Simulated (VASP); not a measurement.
**CoO: single point with PBE**

Crystal: CoO.

```
Co O
1.0
     0.00000    2.13150    2.13150
     2.13150    0.00000    2.13150
     2.13150    2.13150    0.00000
Co O
1 1
Direct
  0.00000 0.00000 0.00000
  0.50000 0.50000 0.50000
```

```
Program                : VASP 6.6.1
Task                   : single point
Functional             : PBE
Potentials or basis    : VASP PAW PBE potentials, release 64 (Co, O)
Cutoff                 : 520 eV
k mesh                 : 14 × 14 × 14
Occupations            : gaussian, width 0.02 eV
Spin                   : collinear spin, ferromagnetic start
Starting moments       : [3.0, 0.0] μB
Further INCAR settings : ALGO = Normal; EDIFF = 1e-07; NBANDS = 18
```

* Pressure: -2.1 GPa
* Band gap on the k mesh: none (metal or under the smearing width)
* Net moment: 2.96 μB per cell
* Site moments: Co +2.59; O +0.32 μB
* Valence electrons inside the program's atomic spheres: Co 7.79; O 4.98

Levels at points of the mesh, in eV from the Fermi level:
Spin up:
```tsv
k point	band 5	band 6	band 7	band 8	band 9	band 10	band 11	band 12	band 13	band 14
(0.00, 0.00, 0.00)	-3.10	-3.10	-3.10	-3.10	-3.10	0.99	16.86	18.12	18.12	18.12
(0.50, 0.00, 0.00)	-2.39	-2.39	-1.83	0.08	0.08	5.07	9.32	13.43	13.43	20.44
(0.50, 0.50, 0.00)	-3.94	-2.95	-2.45	-2.11	-2.11	5.85	9.81	11.67	15.73	15.73
```
Spin down:
| k point | band 4 | band 5 | band 6 | band 7 | band 8 | band 9 |
| --- | --- | --- | --- | --- | --- | --- |
| (0.00, 0.00, 0.00) | -2.51 | -1.09 | -1.09 | -1.09 | 0.06 | 0.06 |
| (0.50, 0.00, 0.00) | -4.58 | -0.13 | -0.13 | 0.18 | 2.70 | 2.70 |
| (0.50, 0.50, 0.00) | -3.76 | -2.21 | 0.12 | 0.12 | 0.53 | 0.98 |

It took 82 s on 1 thread of Intel(R) Xeon(R) Platinum 8488C (Sapphire Rapids) (shared host), peak memory 0.18 GiB.

Caveat: a cell with one magnetic atom can't hold antiferromagnetic order, which such compounds often take; semilocal functionals often make such compounds metallic where correlation or magnetic order opens a gap, which also shifts bond lengths. With open d or f shells a metallic result of PBE can be an artefact of self-interaction; +U or a hybrid may open a gap.
